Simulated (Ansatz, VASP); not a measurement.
## Ta in VASP and in Ansatz

```
Ta
1.0
    -1.65128    1.65128    1.65128
     1.65128   -1.65128    1.65128
     1.65128    1.65128   -1.65128
Ta
1
Direct
  0.00000 0.00000 0.00000
```

Alike in both runs: functional BLYP; k mesh 11 × 11 × 11; occupations fermi-dirac, width 0.1 eV; non-collinear spin, spin-orbit coupling.

|  | VASP | Ansatz |
| --- | --- | --- |
| version | VASP 6.6.1 | Ansatz 0.2.0 |
| potentials or method | VASP PAW PBE potentials, release 64 (Ta_pv) | PseudoDojo standard (PBE files) |
| plane-wave cutoff (eV) | 520 | 789 |
| valence electrons in the cell | 11 | 13 |
| task | single point | projected density of states |

Ansatz gave:

```
gap on the k mesh at the Fermi level (eV) : none
pressure (GPa)                            : 9.1
net moment per atom (μB)                  : 0.00
```

Question: Estimate VASP's values.

Answer: gap on the k mesh at the Fermi level (eV): none; pressure (GPa): 10.1; net moment per atom (μB): 0.00.

A gap of «none» marks a metal or a gap that the smearing closes. The two sets of potentials don't hold the same shells in valence.

Caveats: the PAW data sets were made with another functional, which shifts forces and pressure a little (VASP); the potentials were made for another functional, which shifts forces and pressure (Ansatz); the density of states is complete only up to the lowest level of the last band computed (Ansatz).
